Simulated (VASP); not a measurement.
# Bi (R-3m) in VASP: a series of runs

One crystal, Bi, is run at these levels: PW91+D4, BLYP+D4; tasks: density of states, elastic constants.

Program: VASP 6.6.1. These are calculated values, not measurements. Logs are shortened: lines on timing, memory, paths and dates and some standing lists are left out, and cuts for length are marked.

**1. The structure**

It takes space group R-3m (No. 166, trigonal). The conventional cell has a = 4.535 Å, b = 4.535 Å, c = 11.814 Å, α = 90.00°, β = 90.00°, γ = 120.00°. Bi (site symmetry 3m) has 6 Bi at 3.06 to 3.52 Å as nearest neighbours.

**2. Density of states, PW91+D4 (atoms moved at random, drawn with an rms of 0.1 Å)**

run.py

```python
from ase.calculators.vasp import Vasp
from ase.dft.dos import DOS
from ase.io import read

atoms = read('Bi.cif')
calc = Vasp(
    directory='calc',
    pp='PBE',
    setups='materialsproject',
    prec='Accurate',
    encut=800,
    ediff=1e-06,
    ismear=-5,
    sigma=0.05,
    lreal=False,
    lasph=True,
    nelm=80,
    algo='Fast',
    isif=2,
    lwave=False,
    lcharg=False,
    gga='91',
    ivdw=13,
    vdw_s6=1.0,
    vdw_s8=0.77283111,
    vdw_a1=0.39581542,
    vdw_a2=4.93405761,
    lorbit=10,
    kpts=[7, 7, 7],
    gamma=True,
    nbands=22,
)
atoms.calc = calc

print('energy (eV):', atoms.get_potential_energy())
print('free energy (eV):', atoms.get_potential_energy(force_consistent=True))
print('forces (eV/A):')
print(atoms.get_forces())
print('stress (eV/A^3, Voigt):', atoms.get_stress())
print('Fermi level (eV):', calc.get_fermi_level())
dos = DOS(calc, width=0.2, window=(-10, 10), npts=301)
print('E - E_F (eV), DOS (1/eV)')
for e, g in zip(dos.get_energies(), dos.get_dos()):
    print(f'{e:8.3f} {g:10.4f}')
```

Bi.cif

```cif
data_Bi
_cell_length_a 4.72898005
_cell_length_b 4.72898005
_cell_length_c 4.72898005
_cell_angle_alpha 57.30423423
_cell_angle_beta 57.30423423
_cell_angle_gamma 57.30423423
_space_group_name_H-M_alt 'P1'
_space_group_name_Hall 'P 1'
_space_group_IT_number 1
loop_
_space_group_symop_operation_xyz
'x,y,z'
loop_
_atom_site_label
_atom_site_type_symbol
_atom_site_symmetry_multiplicity
_atom_site_Wyckoff_symbol
_atom_site_fract_x
_atom_site_fract_y
_atom_site_fract_z
_atom_site_occupancy
Bi1 Bi 1 a 0.7469850000 0.7842680000 0.7756150000 1
Bi2 Bi 1 a 0.2390830000 0.2357510000 0.2092240000 1
```

Potentials or basis: VASP PAW PBE potentials, release 64 (Bi_d).

Command:

```
$ python run.py
```

Output:

```text
energy (eV): -8.55252058
free energy (eV): -8.55252058
forces (eV/A):
[[-0.40055532 -0.71030398 -0.6399142 ]
 [ 0.40055532  0.71030398  0.6399142 ]]
stress (eV/A^3, Voigt): [-0.00123327 -0.02310415 -0.0132138  -0.01348269 -0.00334769  0.00206954]
Fermi level (eV): 6.187811
E - E_F (eV), DOS (1/eV)
 -10.000     1.0278
  -9.933     1.1002
  -9.867     1.1180
  -9.800     1.0952
  -9.733     1.0745
  -9.667     1.0985
[... 293 lines left out ...]
   9.933     1.0800
  10.000     0.9868
```

It took 7.2 min on 1 thread of AMD EPYC 9R45 (Zen 5), shared host; peak memory 0.57 GiB.

Results:

* Free energy: -8.5525 eV
* Pressure: 2.0 GPa
* Largest force: 1.037 eV/Å
* Band gap on the k mesh: 0.23 eV, indirect (least direct gap 0.58 eV)
* Valence electrons inside the program's atomic spheres: Bi 12.85
* Dispersion energy per atom: -0.396 eV

Forces in eV/Å, atoms in the order of the input:
```
Bi  -0.401 -0.710 -0.640
Bi   0.401  0.710  0.640
```

States per cell in windows of 1 eV (zero at the valence-band top; states under -8 eV left out):
| from (eV) | total | Bi1_p | Bi2_p | Bi1_d | Bi2_d | Bi1_s | Bi2_s |
| --- | --- | --- | --- | --- | --- | --- | --- |
| -8.0 | 0.09 | 0.00 | 0.00 | 0.00 | 0.00 | 0.04 | 0.04 |
| -7.0 | 0.00 | 0.00 | 0.00 | 0.00 | 0.00 | 0.00 | 0.00 |
| -6.0 | 0.00 | 0.00 | 0.00 | 0.00 | 0.00 | 0.00 | 0.00 |
| -5.0 | 0.22 | 0.04 | 0.04 | 0.00 | 0.00 | 0.00 | 0.00 |
| -4.0 | 1.03 | 0.21 | 0.21 | 0.00 | 0.00 | 0.01 | 0.01 |
| -3.0 | 1.71 | 0.38 | 0.38 | 0.01 | 0.01 | 0.02 | 0.02 |
| -2.0 | 1.80 | 0.43 | 0.43 | 0.01 | 0.01 | 0.03 | 0.03 |
| -1.0 | 1.28 | 0.29 | 0.29 | 0.01 | 0.01 | 0.03 | 0.03 |
| 0.0 | 0.20 | 0.04 | 0.04 | 0.00 | 0.00 | 0.01 | 0.01 |
| 1.0 | 1.65 | 0.35 | 0.35 | 0.03 | 0.03 | 0.05 | 0.05 |
| 2.0 | 1.44 | 0.31 | 0.31 | 0.03 | 0.03 | 0.02 | 0.02 |
| 3.0 | 1.41 | 0.33 | 0.33 | 0.03 | 0.03 | 0.01 | 0.01 |
| 4.0 | 0.97 | 0.21 | 0.21 | 0.03 | 0.03 | 0.01 | 0.01 |
| 5.0 | 1.83 | 0.25 | 0.25 | 0.07 | 0.07 | 0.01 | 0.01 |
| 6.0 | 0.88 | 0.08 | 0.08 | 0.05 | 0.05 | 0.00 | 0.00 |
| 7.0 | 1.53 | 0.09 | 0.09 | 0.09 | 0.09 | 0.01 | 0.01 |

Caveat: the PAW data sets were made with another functional, which shifts forces and pressure a little; spin-orbit coupling is left out, which as a rule narrows the gap of such compounds by several tenths of an eV; an odd mesh through Γ misses points on the zone boundary, where band edges often lie.

**3. Elastic constants, BLYP+D4**

POSCAR

```
Bi
1.0
    2.2675000000      1.3091417354      3.9380000000
   -2.2675000000      1.3091417354      3.9380000000
    0.0000000000     -2.6182834708      3.9380000000
Bi
2
Direct
    0.7660000000      0.7660000000      0.7660000000
    0.2340000000      0.2340000000      0.2340000000
```

INCAR.step1

```
PREC = Accurate ; ENCUT = 630
EDIFF = 1E-8 ; ISMEAR = 0
SIGMA = 0.01 ; LREAL = False
LASPH = True ; NELM = 60
ALGO = Normal ; ISIF = 3
LWAVE = False ; LCHARG = False
GGA = B5 ; ALDAX = 1.0
AGGAX = 1.0 ; AGGAC = 1.0
ALDAC = 0.0 ; IVDW = 13
VDW_S6 = 1.0 ; VDW_S8 = 2.34076671
VDW_A1 = 0.44488865 ; VDW_A2 = 4.0933009
NBANDS = 18 ; IBRION = 2
NSW = 40 ; EDIFFG = -0.002
```

INCAR.step2

```
PREC = Accurate ; ENCUT = 630
EDIFF = 1E-8 ; ISMEAR = 0
SIGMA = 0.01 ; LREAL = False
LASPH = True ; NELM = 60
ALGO = Normal ; ISIF = 3
LWAVE = False ; LCHARG = False
GGA = B5 ; ALDAX = 1.0
AGGAX = 1.0 ; AGGAC = 1.0
ALDAC = 0.0 ; IVDW = 13
VDW_S6 = 1.0 ; VDW_S8 = 2.34076671
VDW_A1 = 0.44488865 ; VDW_A2 = 4.0933009
NBANDS = 18 ; IBRION = 6
NFREE = 2 ; POTIM = 0.015
NSW = 1
```

KPOINTS

```
regular mesh
0
Gamma
  5 5 5
```

Potentials or basis: VASP PAW PBE potentials, release 64 (Bi_d_GW).

Command:

```
$ cat potpaw_PBE.64/Bi_d_GW/POTCAR > POTCAR
$ cp INCAR.step1 INCAR
$ mpirun -np 1 vasp_std > vasp.out
$ cp CONTCAR POSCAR
$ cp INCAR.step2 INCAR
$ mpirun -np 1 vasp_std > vasp.out
```

Run time: 29 min. Hardware: 1 thread of AMD EPYC 9R45 (Zen 5), shared host; peak memory 0.38 GiB.

It converged, with:

```
Relaxed volume                         : 35.72 Å³/atom
Relaxed cell                           : a = 4.726 Å, b = 4.726 Å, c = 4.726 Å, α = 58.13°, β = 58.13°, γ = 58.13°
Space group after relaxing (to 0.05 Å) : R-3m (No. 166)
Voigt bulk modulus                     : 39 GPa
Highest phonon frequency at Γ          : 106 cm⁻¹
Dispersion energy per atom             : -0.904 eV
```

Step by step:
| step | energy change (eV) | largest force (eV/Å) | pressure (GPa) | volume (Å³) |
| --- | --- | --- | --- | --- |
| 1 | 0.0000 | 0.0985 | 1.09 | 70.14 |
| 2 | -0.0040 | 0.0795 | -0.70 | 72.59 |
| 3 | -0.0060 | 0.0169 | -0.07 | 71.67 |
| 4 | -0.0066 | 0.0050 | -0.05 | 71.63 |
| 5 | -0.0069 | 0.0195 | -0.01 | 71.53 |
| 6 | -0.0069 | 0.0150 | -0.02 | 71.54 |
| 7 | -0.0069 | 0.0111 | 0.00 | 71.49 |
| 8 | -0.0069 | 0.0055 | 0.03 | 71.41 |
| 9 | -0.0069 | 0.0071 | -0.04 | 71.47 |
| 10 | -0.0070 | 0.0017 | -0.01 | 71.45 |
| 11 | -0.0070 | 0.0003 | 0.00 | 71.44 |

Final structure:
```yaml
crystal:
  lattice:
    - [2.29586, 1.32552, 3.91252]
    - [-2.29586, 1.32552, 3.91252]
    - [0.00000, -2.65103, 3.91252]
  atoms:
    - { symbol: Bi, position: [0.76565, 0.76565, 0.76565] }
    - { symbol: Bi, position: [0.23435, 0.23435, 0.23435] }
```

Phonon frequencies in cm⁻¹ (negative: imaginary):
```tsv
q point	frequencies
(0.000, 0.000, 0.000)	0 0 0 67 67 106
```

Elastic tensor in Voigt notation (GPa, in the Cartesian axes of the cell as first typed):
```
79 25 25 -7  0  0
25 79 25  7  0  0
25 25 48  0  0  0
-7  7  0 13  0  0
 0  0  0  0 13 -7
 0  0  0  0 -7 27
```

Clamped-ion elastic tensor (GPa):
```
 93  23  34 -24   0   0
 23  93  34  24   0   0
 34  34  61   0   0   0
-24  24   0  47   0   0
  0   0   0   0  47 -24
  0   0   0   0 -24  35
```

Caveat: the PAW data sets were made with another functional, which shifts forces and pressure a little; spin-orbit coupling is left out, which moves the levels of the heavy elements.

**4. The reference run**

An earlier run on the cell as given: functional PBEsol; potentials or basis VASP PAW PBE potentials, release 64 (Bi_d); cutoff 520 eV; k mesh 7 × 7 × 7; occupations fermi-dirac, width 0.05 eV; no spin polarisation.

* Pressure: -0.4 GPa
* Largest force: 0.135 eV/Å
* Band gap on the k mesh: 0.26 eV, indirect (least direct gap 0.52 eV)

**5. The runs side by side**

```tsv
task	level	potentials or basis	cell	k mesh	cutoff (eV)	smearing	ions in elastic constants	ladder	other keys	gap on the mesh (eV)	pressure (GPa)	largest force (eV/Å)
density of states	PW91+D4	VASP PAW PBE potentials, release 64 (Bi_d)	atoms moved at random, drawn with an rms of 0.1 Å	7 × 7 × 7	800	tetrahedron	-	-	ENCUT = 800	0.23	2.0	1.04
elastic constants	BLYP+D4	VASP PAW PBE potentials, release 64 (Bi_d_GW)	relaxed	5 × 5 × 5	630	gaussian 0.01 eV	relaxed	-	NBANDS = 18	-	-	-
single point	PBEsol	VASP PAW PBE potentials, release 64 (Bi_d)	as given	7 × 7 × 7	520	fermi-dirac 0.05 eV	-	free	-	0.26	-0.4	0.14
```

Alike in all rows: no spin polarisation.

Caveats: the PAW data sets were made with another functional, which shifts forces and pressure a little; spin-orbit coupling is left out, which as a rule narrows the gap of such compounds by several tenths of an eV (some runs); an odd mesh through Γ misses points on the zone boundary, where band edges often lie (some runs); spin-orbit coupling is left out, which moves the levels of the heavy elements (some runs).

Absolute energies hang on the potentials; compare differences alone.
